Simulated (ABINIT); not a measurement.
InAs:

```xyz
2
Lattice="0.0000 3.0180 3.0180 3.0180 0.0000 3.0180 3.0180 3.0180 0.0000" Properties=species:S:1:pos:R:3 pbc="T T T"
In    0.0000    0.0000    0.0000
As    4.5270    4.5270    4.5270
```

Program: ABINIT 10.8.3 (patched build). Alike in all runs: no spin polarisation; cell as given; cutoff (eV) 463; smearing fermi-dirac 0.05 eV. Hardware: 1 thread of Arm Neoverse V1, with other jobs on the host.

Order these runs on this cell by their wall time, lowest first.
A. task single point; level PBEsol; potentials or basis JTH PAW PBE v2.0; k mesh 5 × 5 × 5; mesh quality coarse
B. task single point; level LDA; potentials or basis JTH PAW LDA v2.0; k mesh 10 × 10 × 10; mesh quality not flagged
C. task band structure; level WC; potentials or basis JTH PAW PBE v2.0; k mesh 8 × 8 × 8; mesh quality not flagged

A (15 s), B (35 s), C (75 s).

Caveats: some runs use coarse meshes.
